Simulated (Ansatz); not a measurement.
The system is MnS.

```
Mn S
1.0
     4.30568    0.00000    0.00000
     0.00000    4.30568    0.00000
     0.00000    0.00000    5.36058
Mn S
2 2
Cartesian
  0.0000 2.1528 0.0000
  2.1528 0.0000 2.6803
  0.0000 0.0000 1.3401
  0.0000 0.0000 4.0204
```

Measurements of this composition are mostly on another form, of space group No. 225.

Program: Ansatz 0.2.0. Alike in all runs: task single point; potentials or basis Ansatz PAW; cell as given; k mesh 5 × 5 × 4; cutoff (eV) 500; smearing gaussian 0.05 eV.

Problem. Order these runs on this cell by their pressure, lowest first.
A. level r2SCAN; spin collinear, program default start
B. level r2SCAN; spin off
C. level r2SCAN+U; spin collinear, ferromagnetic start; U Mn d U = 3 eV; hubbard projectors ortho-atomic (the default); double counting fll (the default)

Solution. B (-18.0 GPa), A (-3.4 GPa), C (0.3 GPa).

Caveats: the PAW data sets come from PBE, with cores solved anew for the run's functional, which leaves a small shift of forces and pressure; the magnetic or orbital state may not be the lowest (some runs); so large a pressure means that the cell lies far from this level's equilibrium, or that cutoff or potentials fall short (some runs).
